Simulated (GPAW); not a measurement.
Input of a GPAW 26.7.0 run:

Contents of run.py:

```python
import numpy as np
import spglib
from ase import Atoms
from ase.dft.bandgap import bandgap
from ase.io import read, write
from gpaw import GPAW, PW, setup_paths
from gpaw.response.df import DielectricFunction

setup_paths.insert(0, '.')

atoms = read('SnTe.cif')
cell, positions, numbers = spglib.find_primitive(
    (atoms.cell[:], atoms.get_scaled_positions(), atoms.numbers), symprec=1e-4)
atoms = Atoms(numbers, cell=cell, scaled_positions=positions, pbc=True)

calc = GPAW(mode=PW(450),
            xc='PBE',
            kpts={'size': (6, 6, 6), 'gamma': True},
            occupations={'name': 'fermi-dirac', 'width': 0.001},
            setups={'Sn': 'jth', 'Te': 'jth'},
            nbands=-9,
            convergence={'density': 1e-06},
            maxiter=150,
            txt='gpaw.txt')
atoms.calc = calc
energy = atoms.get_potential_energy()
calc.write('gs.gpw')
write('result.traj', atoms)
print(f'Energy: {energy:.6f} eV')
print('Fermi level:', round(calc.get_fermi_level(), 4), 'eV')
print(f'Gap: {bandgap(calc)[0]:.4f} eV, direct: {bandgap(calc, direct=True)[0]:.4f} eV')

dense = calc.fixed_density(kpts={'size': (12, 12, 12), 'gamma': True},
                           nbands=36, convergence={'bands': 30},
                           update_fermi_level=True, txt='dense.txt')
dense.write('dense.gpw', mode='all')

df = DielectricFunction('dense.gpw', frequencies=np.array([0.0]), hilbert=False, eta=0.001,
                        ecut=50, nbands=30, txt='df.txt')
for q_c in [[0.0833333333, 0.0, 0.0], [0.1666666667, 0.0, 0.0], [0.25, 0.0, 0.0], [0.3333333333, 0.0, 0.0], [0.5, 0.0, 0.0], [0.75, 0.0, 0.0], [0.9166666667, 0.0, 0.0], [0.0833333333, 0.0833333333, 0.0], [0.1666666667, 0.1666666667, 0.0], [0.25, 0.25, 0.0], [0.3333333333, 0.3333333333, 0.0], [0.5, 0.5, 0.0], [0.75, 0.75, 0.0], [0.9166666667, 0.9166666667, 0.0]]:
    e0, e = df.get_dielectric_function(xc='RPA', q_c=q_c, filename=None)
    q = np.linalg.norm(2 * np.pi * np.array(q_c) @ atoms.cell.reciprocal())
    print(q_c, f'|q| = {q:.4f} 1/A: eps {e0[0].real:.4f} without, {e[0].real:.4f} with local fields')
```

The input SnTe.cif:

```cif
data_SnTe
_cell_length_a 6.30170000
_cell_length_b 6.30170000
_cell_length_c 6.30170000
_cell_angle_alpha 90.00000000
_cell_angle_beta 90.00000000
_cell_angle_gamma 90.00000000
_space_group_name_H-M_alt 'Fm-3m'
_space_group_name_Hall '-F 4 2 3'
_space_group_IT_number 225
loop_
_space_group_symop_operation_xyz
'x,y,z'
'-x,-y,-z'
'-y,x,z'
'y,-x,-z'
'-x,-y,z'
'x,y,-z'
'y,-x,z'
'-y,x,-z'
'x,-y,-z'
'-x,y,z'
'-y,-x,-z'
'y,x,z'
'-x,y,-z'
'x,-y,z'
'y,x,-z'
'-y,-x,z'
'z,x,y'
'-z,-x,-y'
'z,-y,x'
'-z,y,-x'
'z,-x,-y'
'-z,x,y'
'z,y,-x'
'-z,-y,x'
'-z,x,-y'
'z,-x,y'
'-z,-y,-x'
'z,y,x'
'-z,-x,y'
'z,x,-y'
'-z,y,x'
'z,-y,-x'
'y,z,x'
'-y,-z,-x'
'x,z,-y'
'-x,-z,y'
'-y,z,-x'
'y,-z,x'
'-x,z,y'
'x,-z,-y'
'-y,-z,x'
'y,z,-x'
'-x,-z,-y'
'x,z,y'
'y,-z,-x'
'-y,z,x'
'x,-z,y'
'-x,z,-y'
'x,y+1/2,z+1/2'
'-x,-y+1/2,-z+1/2'
'-y,x+1/2,z+1/2'
'y,-x+1/2,-z+1/2'
'-x,-y+1/2,z+1/2'
'x,y+1/2,-z+1/2'
'y,-x+1/2,z+1/2'
'-y,x+1/2,-z+1/2'
'x,-y+1/2,-z+1/2'
'-x,y+1/2,z+1/2'
'-y,-x+1/2,-z+1/2'
[... 41 lines left out ...]
'-x+1/2,-y,z+1/2'
'x+1/2,y,-z+1/2'
'y+1/2,-x,z+1/2'
'-y+1/2,x,-z+1/2'
'x+1/2,-y,-z+1/2'
'-x+1/2,y,z+1/2'
'-y+1/2,-x,-z+1/2'
'y+1/2,x,z+1/2'
'-x+1/2,y,-z+1/2'
'x+1/2,-y,z+1/2'
'y+1/2,x,-z+1/2'
'-y+1/2,-x,z+1/2'
'z+1/2,x,y+1/2'
'-z+1/2,-x,-y+1/2'
'z+1/2,-y,x+1/2'
'-z+1/2,y,-x+1/2'
'z+1/2,-x,-y+1/2'
'-z+1/2,x,y+1/2'
'z+1/2,y,-x+1/2'
'-z+1/2,-y,x+1/2'
'-z+1/2,x,-y+1/2'
'z+1/2,-x,y+1/2'
'-z+1/2,-y,-x+1/2'
'z+1/2,y,x+1/2'
'-z+1/2,-x,y+1/2'
'z+1/2,x,-y+1/2'
'-z+1/2,y,x+1/2'
'z+1/2,-y,-x+1/2'
'y+1/2,z,x+1/2'
'-y+1/2,-z,-x+1/2'
'x+1/2,z,-y+1/2'
'-x+1/2,-z,y+1/2'
'-y+1/2,z,-x+1/2'
'y+1/2,-z,x+1/2'
'-x+1/2,z,y+1/2'
'x+1/2,-z,-y+1/2'
'-y+1/2,-z,x+1/2'
'y+1/2,z,-x+1/2'
'-x+1/2,-z,-y+1/2'
'x+1/2,z,y+1/2'
'y+1/2,-z,-x+1/2'
'-y+1/2,z,x+1/2'
'x+1/2,-z,y+1/2'
'-x+1/2,z,-y+1/2'
'x+1/2,y+1/2,z'
'-x+1/2,-y+1/2,-z'
'-y+1/2,x+1/2,z'
'y+1/2,-x+1/2,-z'
'-x+1/2,-y+1/2,z'
'x+1/2,y+1/2,-z'
'y+1/2,-x+1/2,z'
'-y+1/2,x+1/2,-z'
'x+1/2,-y+1/2,-z'
'-x+1/2,y+1/2,z'
'-y+1/2,-x+1/2,-z'
'y+1/2,x+1/2,z'
'-x+1/2,y+1/2,-z'
'x+1/2,-y+1/2,z'
'y+1/2,x+1/2,-z'
'-y+1/2,-x+1/2,z'
'z+1/2,x+1/2,y'
'-z+1/2,-x+1/2,-y'
'z+1/2,-y+1/2,x'
'-z+1/2,y+1/2,-x'
'z+1/2,-x+1/2,-y'
'-z+1/2,x+1/2,y'
'z+1/2,y+1/2,-x'
'-z+1/2,-y+1/2,x'
'-z+1/2,x+1/2,-y'
'z+1/2,-x+1/2,y'
'-z+1/2,-y+1/2,-x'
'z+1/2,y+1/2,x'
'-z+1/2,-x+1/2,y'
'z+1/2,x+1/2,-y'
'-z+1/2,y+1/2,x'
'z+1/2,-y+1/2,-x'
'y+1/2,z+1/2,x'
'-y+1/2,-z+1/2,-x'
'x+1/2,z+1/2,-y'
'-x+1/2,-z+1/2,y'
'-y+1/2,z+1/2,-x'
'y+1/2,-z+1/2,x'
'-x+1/2,z+1/2,y'
'x+1/2,-z+1/2,-y'
'-y+1/2,-z+1/2,x'
'y+1/2,z+1/2,-x'
'-x+1/2,-z+1/2,-y'
'x+1/2,z+1/2,y'
'y+1/2,-z+1/2,-x'
'-y+1/2,z+1/2,x'
'x+1/2,-z+1/2,y'
'-x+1/2,z+1/2,-y'
loop_
_atom_site_label
_atom_site_type_symbol
_atom_site_symmetry_multiplicity
_atom_site_Wyckoff_symbol
_atom_site_fract_x
_atom_site_fract_y
_atom_site_fract_z
_atom_site_occupancy
Te1 Te 4 b 0.5000000000 0.0000000000 0.0000000000 1
Sn1 Sn 4 a 0.0000000000 0.0000000000 0.0000000000 1
```

Potentials or basis: JTH PAW 2.0, PBE, pw.

Command:

```bash
$ OMP_NUM_THREADS=1 python run.py
```

**Question.** Predict the band gap on the k mesh.

**Answer.** 0.12 eV, direct.

Caveat: the program truncates these outside data sets; response on these states lacks terms of the Hamiltonian; spin-orbit coupling is left out, which moves the levels of the heavy elements.

**What was measured.**

A printed reference work, textbook reports, for a bulk crystal of SnTe at 300 K: band gap 0.18 eV (direct).

A measured gap of SnTe is 0.18 eV (direct; 300 K; a printed reference work, textbook); the calculated 0.12 eV misses it by -0.06 eV. Spin-orbit coupling on Sn, Te is left out. The value is that of PBE on a finite k mesh, which can miss the band edges, without temperature or zero-point motion. Semilocal functionals fall short of measured gaps as a rule.
